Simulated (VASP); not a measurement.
Energy against volume of AlSb (zinc blende). Level of theory: r2SCAN meta-GGA, VASP's PBE PAW potentials (set 64) (plane waves; VASP). Numerical set-up: 520 eV cut-off, 7×7×7 Γ-centred mesh, Gaussian smearing of 0.050 eV, potentials Al Sb.

| V (Å³/atom) | E (eV/atom) |
|---|---|
| 28.663 | -16.46682 |
| 29.549 | -16.47176 |
| 30.436 | -16.46738 |
| 31.322 | -16.45508 |

Fit these four points and predict the energy of the run at 27.776 Å³/atom.

A cubic in V^(−2/3), the third-order Birch-Murnaghan form, passes through the four points with V0 = 29.55 Å³/atom and B0 = 56 GPa, and gives -16.4509 eV/atom there. The run gave -16.4509 eV/atom, -0.0 meV/atom from the fit; all five points give B0 = 56 GPa.

The compound is AlSb in the zinc blende structure. It was relaxed first.
